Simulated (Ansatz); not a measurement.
Pb:

```
Pb
1.0
     0.00000    2.47502    2.47502
     2.47502    0.00000    2.47502
     2.47502    2.47502    0.00000
Pb
1
Direct
  0.00000 0.00000 0.00000
```

Base run:

```yaml
Program: Ansatz 0.2.0
Functional: PBE
Potentials_or_basis: SSSP efficiency PAW
Cutoff: 544 eV
Density_cutoff: 5442 eV
k_mesh: 9 × 9 × 9
Occupations: fermi-dirac, width 0.05 eV
Spin: no spin polarisation
```

Its results: band gap on the k mesh none (metal or under the smearing width); pressure 2.3 GPa.

Question: The run is repeated on the same cell with these changes: potentials or basis from SSSP efficiency PAW to Ansatz PAW; cutoff from 544 eV to 420 eV (not typed: the program's choice for these potentials); k mesh from 9 × 9 × 9 to 4 × 4 × 4. What comes out?

Answer: Band gap on the k mesh none (metal or under the smearing width); pressure 1.9 GPa.

Caveats: some runs use coarse meshes; spin-orbit coupling is left out, which moves the levels of the heavy elements (some runs).
